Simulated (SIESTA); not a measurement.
BAs under changes of volume

One of the cells (13.626 Å³/atom); the others are scaled copies at fixed shape and fractional positions:

```
As B
1.0
     0.00000    2.38850    2.38850
     2.38850    0.00000    2.38850
     2.38850    2.38850    0.00000
As B
1 1
Cartesian
  3.5827 3.5827 3.5827
  0.0000 0.0000 0.0000
```

* Program: SIESTA 5.4.2
* Functional: PBE
* Potentials or basis: PseudoDojo 0.4 standard (PBE files)
* Basis: DZP (energy shift 0.003 Ry; two zetas on semicore shells)
* Grid cutoff: 500 Ry
* Energy shift: 0.003 Ry
* k mesh: 10 × 10 × 10
* Occupations: fermi-dirac, width 0.05 eV
* Spin: no spin polarisation

```csv
volume (Å³/atom),energy over the lowest point (meV/atom),pressure (GPa),gap on the mesh (eV)
12.809,55.94,14.8,1.29
13.081,?,?,?
13.354,18.18,7.8,1.33
13.626,7.50,4.7,1.34
13.899,1.78,2.2,1.36
14.171,0.00,-0.1,1.38
14.444,2.11,-2.4,1.39
```

Q: What does the run at 13.081 Å³/atom give?

A: Energy over the lowest point 34.13 meV/atom; pressure 11.0 GPa; gap on the mesh 1.31 eV.

Worked out: A Birch-Murnaghan fit of order 3 (a polynomial in V^(-2/3)) to the other rows has its minimum at 14.15 Å³/atom with B0 = V·E''(V) = 115 GPa and B' = 5.1. It gives 34.09 meV/atom at 13.081 Å³/atom, against the run's 34.13, and -dE/dV = 11.0 GPa, against 11.0. A straight line through the other rows of the gap, of slope 0.843 eV per unit of ln V, gives 1.31 eV, against the run's 1.31.

Energies are extrapolated to zero smearing.

Caveats: the basis of atomic orbitals isn't converged, which shifts pressures, moduli and gaps.

A mesh can miss the band edges. Spin-orbit coupling on As is left out.
